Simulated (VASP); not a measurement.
# Bi (R-3m) in VASP: notebook, part 2 of 2

VASP 6.6.1. Earlier steps stand in the parts before.

## 4. Relaxation of cell and atoms, PBE+D3(BJ)

The input, INCAR:

```
ALGO = Normal
EDIFF = 1E-6
EDIFFG = -0.01
ENCUT = 600
GGA = PE
IBRION = 2
ISIF = 3
ISMEAR = 1
IVDW = 12
LASPH = True
LCHARG = False
LREAL = False
LWAVE = False
NELM = 80
NSW = 90
PREC = Accurate
SIGMA = 0.1
```

The input, KPOINTS:

```
k-points
0
Gamma
  12 12 10
```

The input, POSCAR:

```
Bi
1.0
    2.2675000000      1.3091417354      3.9380000000
   -2.2675000000      1.3091417354      3.9380000000
    0.0000000000     -2.6182834708      3.9380000000
Bi
2
Direct
    0.2340000000      0.2340000000      0.2340000000
    0.7660000000      0.7660000000      0.7660000000
```

Potentials or basis: VASP PAW PBE potentials, release 64 (Bi_d).

Command:

```sh
cat potpaw_PBE.64/Bi_d/POTCAR > POTCAR
mpirun -np 1 vasp_std > vasp.out
```

OUTCAR:

```text
EDIFF = 1E-6
   EDIFFG = -0.01
   ENCUT = 600
   GGA = PE
   IBRION = 2
   ISIF = 3
   ISMEAR = 1
   IVDW = 12
   LASPH = True
   LREAL = False
   NELM = 80
   NSW = 90
   PREC = Accurate
 IVDW          = 12

 ion  position               nearest neighbor table
   1  0.234  0.234  0.234-   2 3.06   2 3.06   2 3.06   2 3.52   2 3.52   2 3.52
   2  0.766  0.766  0.766-   1 3.06   1 3.06   1 3.06   1 3.52   1 3.52   1 3.52

  LATTYP: Found a trigonal (rhomboedric) cell.
 ALAT       =     4.7289800521
 COS(alpha) =     0.5401781303

  Lattice vectors:

 A1 = (   2.2675000000,   1.3091417354,   3.9380000000)
 A2 = (  -2.2675000000,   1.3091417354,   3.9380000000)
 A3 = (   0.0000000000,  -2.6182834708,   3.9380000000)

Analysis of symmetry for initial positions (statically):
=====================================================================
 Subroutine PRICEL returns:
 Original cell was already a primitive cell.

 Routine SETGRP: Setting up the symmetry group for a
 trigonal (rhombohedral) supercell.

 Subroutine GETGRP returns: Found 12 space group operations
 (whereof 12 operations were pure point group operations)
 out of a pool of 12 trial point group operations.

The static configuration has the point symmetry D_3d.

Analysis of symmetry for dynamics (positions and initial velocities):
=====================================================================
 Subroutine PRICEL returns:
 Original cell was already a primitive cell.

 Routine SETGRP: Setting up the symmetry group for a
[... 169 lines left out ...]

 number of electron      30.0000001 magnetization

 Free energy of the ion-electron system (eV)
  ---------------------------------------------------
  ext. energy  EPLUGINS =         0.00000000
  ---------------------------------------------------
  free energy    TOTEN  =        -7.74762980 eV

  energy without entropy =       -7.74757777  energy(sigma->0) =       -7.74761245

------------------------ aborting loop because EDIFF is reached ----------------------------------------

 Edisp (eV)   -0.91035

 E8    (eV) :    -0.4524
[... 231 lines left out ...]
--------------------------------------- Ionic step        7  -------------------------------------------

 number of electron      30.0000004 magnetization

 Free energy of the ion-electron system (eV)
  ---------------------------------------------------
  ext. energy  EPLUGINS =         0.00000000
  ---------------------------------------------------
  free energy    TOTEN  =        -7.74166019 eV

  energy without entropy =       -7.74172128  energy(sigma->0) =       -7.74168055

 E-fermi :   6.5524     XC(G=0):  -9.6275

 val. band max:        6.5483790972   @ k =   0.0833   0.0833   0.4000
 cond. band min:       6.5674906470   @ k =   0.3333   0.1667   0.2000
 fundamental gap:      0.0191115498
 Fermi energy:         6.5524496622

 k-point     1 :       0.0000    0.0000    0.0000
  band No.  band energies     occupation
      1     -16.4082      2.00000
      2     -16.4082      2.00000
      3     -16.2549      2.00000
      4     -16.2549      2.00000
      5     -16.2460      2.00000
      6     -16.0677      2.00000
[... 505 lines left out ...]
      6     -16.1545      2.00000
[... 11 lines left out ...]
     18       9.8102      0.00000
     19      13.3860      0.00000

 [... further k-points ...]

------------------------ aborting loop because EDIFF is reached ----------------------------------------

 Edisp (eV)   -0.92431

 E8    (eV) :    -0.4592
[... 25 lines left out ...]
  FREE ENERGIE OF THE ION-ELECTRON SYSTEM (eV)
  ---------------------------------------------------
  free  energy   TOTEN  =        -8.6659719870 eV

  energy  without entropy=       -8.6660330809  energy(sigma->0) =       -8.66599235

 reached required accuracy - stopping structural energy minimisation
```

CONTCAR:

```text
Bi
   1.00000000000000
     2.2642702841850557    1.3072770581047803    3.8908120160781752
    -2.2642702841850557    1.3072770581047803    3.8908120160781752
     0.0000000000000000   -2.6145541162095607    3.8908120160781752
  Bi
     2
Direct
     0.2373168437581260    0.2373168437581260    0.2373168437581260
     0.7626831562418740    0.7626831562418740    0.7626831562418740

  0.00000000E+00  0.00000000E+00  0.00000000E+00
  0.00000000E+00  0.00000000E+00  0.00000000E+00
```

Run time: 13 min. Hardware: 1 thread of Intel Xeon 6975P-C (Granite Rapids), shared host; peak memory 0.66 GiB.

What came out:

| Quantity | Value |
| --- | --- |
| Free energy | -8.6660 eV |
| Relaxed volume | 34.55 Å³/atom |
| Relaxed cell | a = 4.688 Å, b = 4.688 Å, c = 4.688 Å, α = 57.77°, β = 57.77°, γ = 57.77° |
| Space group after relaxing (to 0.05 Å) | R-3m (No. 166) |
| Energy gained by relaxing | 4.0 meV/atom |
| Ionic steps | 7 |
| Pressure after relaxing | 0.0 GPa |
| Largest force after relaxing | 0.006 eV/Å |
| Band gap on the k mesh | none (metal or under the smearing width) |
| Dispersion energy per atom | -0.462 eV |

Forces in eV/Å, atoms in the order of the input:
```
Bi   0.000  0.000 -0.006
Bi   0.000  0.000  0.006
```

Step by step:
```
step  energy change (eV)  largest force (eV/Å)  pressure (GPa)  volume (Å³)
   1              0.0000                0.2259            0.07        70.14
   2             -0.0037                0.1211           -0.25        70.30
   3             -0.0049                0.0353           -0.46        70.44
   4             -0.0071                0.0315            0.06        69.35
   5             -0.0071                0.0298            0.03        69.31
   6             -0.0076                0.0191            0.05        69.25
   7             -0.0080                0.0064            0.02        69.10
```

Final structure:
```
Bi
1.0
     2.26427    1.30728    3.89081
    -2.26427    1.30728    3.89081
     0.00000   -2.61455    3.89081
Bi
2
Direct
  0.23732 0.23732 0.23732
  0.76268 0.76268 0.76268
```

Caveat: spin-orbit coupling is left out, which moves the levels of the heavy elements; pairwise dispersion overbinds metals, which lowers pressure and volume.

## 5. Relaxation of cell and atoms, PBE+D3(BJ)

This run uses another cell than the first one, of 34.55 Å³/atom, 0.985 times its volume.

Edit INCAR of step 4 so:

```diff
@@ -1,4 +1,4 @@
 ALGO = Normal
-EDIFF = 1E-6
-EDIFFG = -0.01
+EDIFF = 1E-7
+EDIFFG = -0.005
 ENCUT = 600
```

KPOINTS is that of step 4.

The input, POSCAR:

```
Bi                                      
1.0
    2.2642702842      1.3072770581      3.8908120161
   -2.2642702842      1.3072770581      3.8908120161
    0.0000000000     -2.6145541162      3.8908120161
  Bi            
     2
Direct
     0.2373168437581260    0.2373168437581260    0.2373168437581260
     0.7626831562418740    0.7626831562418740    0.7626831562418740
```

Command:

```sh
cat potpaw_PBE.64/Bi_d/POTCAR > POTCAR
mpirun -np 1 vasp_std > vasp.out
```

It took 6.6 min on 1 thread of Intel Xeon 6975P-C (Granite Rapids), shared host; peak memory 0.64 GiB.

The run converged. Its results:

- Free energy: -8.6659 eV
- Relaxed volume: 34.57 Å³/atom
- Relaxed cell: a = 4.686 Å, b = 4.686 Å, c = 4.686 Å, α = 57.83°, β = 57.83°, γ = 57.83°
- Space group after relaxing (to 0.05 Å): R-3m (No. 166)
- Energy gained by relaxing: 0.0 meV/atom
- Ionic steps: 3
- Pressure after relaxing: 0.0 GPa
- Band gap on the k mesh: none (metal or under the smearing width)
- Dispersion energy per atom: -0.462 eV

Final structure:
```
Bi
1.0
     2.26566    1.30808    3.88792
    -2.26566    1.30808    3.88792
     0.00000   -2.61616    3.88792
Bi
2
Cartesian
  0.0000 0.0000 2.7674
  0.0000 0.0000 8.8963
```

Levels at points of the mesh, in eV from the Fermi level:
```csv
k point,band 12,band 13,band 14,band 15,band 16,band 17,band 18,band 19
"(0.00, 0.00, 0.00)",-7.43,-1.53,-1.25,-1.25,2.75,3.03,3.03,5.49
"(0.50, 0.00, 0.00)",-10.64,-1.15,-1.01,-0.27,-0.27,0.35,0.76,7.71
"(0.50, 0.50, 0.00)",-9.43,-4.85,-3.13,-2.98,2.46,5.00,5.35,6.92
"(0.50, 0.50, 0.50)",-10.17,-0.81,-0.53,-0.53,0.50,0.50,0.55,7.28
```

Caveat: spin-orbit coupling is left out, which moves the levels of the heavy elements; pairwise dispersion overbinds metals, which lowers pressure and volume.
